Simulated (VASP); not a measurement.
Write the native input for VASP 6.6.1 that does the following.

* Task: relaxation of the atoms
* Functional: PBEsol
* Potentials or basis: VASP PAW PBE potentials, release 64 (Be, C)
* Cutoff: 520 eV
* k mesh: 5 × 5 × 3
* Occupations: gaussian, width 0.05 eV
* Spin: no spin polarisation
* Dipole correction: no
* Further INCAR settings: LREAL = Auto; ALGO = Normal; EDIFF = 1e-06; IBRION = 2; EDIFFG = -0.03; NSW = 80

The structure of Be16C (a cell with a defect) lies in POSCAR:

```
Be16C
1.0
   -2.2900000000     -3.9663960000      0.0000000000
    3.4350000000     -1.9831980000      0.0000000000
    0.0000000000      0.0000000000      7.1768600000
Be C
16 1
Direct
    0.7500000700      0.5000000400      0.0000000000
    0.5000000400      0.3333333600      0.2500000000
    0.7500000700      0.5000000400      0.5000000000
    0.5000000400      0.3333333600      0.7500000000
    0.5000000300      0.0000000200      0.0000000000
    0.2500000400      0.8333333600      0.2500000000
    0.5000000300      0.0000000200      0.5000000000
    0.2500000400      0.8333333600      0.7500000000
    0.2500000300      0.5000000200      0.0000000000
    0.0000000100      0.3333333400      0.2500000000
    0.2500000300      0.5000000200      0.5000000000
    0.0000000100      0.3333333400      0.7500000000
    0.0000000000      0.0000000000      0.0000000000
    0.7500000800      0.8333333800      0.2500000000
    0.0000000000      0.0000000000      0.5000000000
    0.7500000800      0.8333333800      0.7500000000
    0.5053255900      0.6670582300      0.3800441100
```

The cell was built by a generator and needn't be a form met in nature.

These files were run (other wordings do the same):

INCAR

```
PREC     = Accurate       # precision mode
ENCUT    = 520            # plane-wave cutoff, eV
EDIFF    = 1E-6           # SCF threshold, eV
ISMEAR   = 0              # smearing method
SIGMA    = 0.05           # smearing width, eV
LREAL    = Auto         
LASPH    = True           # aspherical terms in the spheres
NELM     = 80             # most SCF steps
ALGO     = Normal         # electronic algorithm
ISIF     = 2              # what is computed and relaxed
LWAVE    = False          # write WAVECAR
LCHARG   = False          # write CHGCAR
GGA      = PS             # functional
IBRION   = 2              # ionic algorithm
NSW      = 80             # ionic steps
EDIFFG   = -0.03          # ionic threshold
```

KPOINTS

```
Automatic mesh
0
Gamma
  5 5 3
```

Potentials or basis: VASP PAW PBE potentials, release 64 (Be, C).

The run is started by

```sh
$ cat potpaw_PBE.64/Be/POTCAR potpaw_PBE.64/C/POTCAR > POTCAR
$ mpirun -np 1 vasp_std > vasp.out
```

It gave:

```json
{
 "Energy gained by relaxing": "47.5 meV/atom",
 "Ionic steps": "16",
 "Pressure after relaxing": "8.1 GPa",
 "Largest force after relaxing": "0.027 eV/Å",
 "Band gap on the k mesh": "none (metal or under the smearing width)"
}
```

Caveat: the PAW data sets were made with another functional, which shifts forces and pressure a little.

It took 45 min on 1 thread of AMD EPYC 7R43 64-Core Processor (Zen 3), on a shared host, peak memory 0.27 GiB.
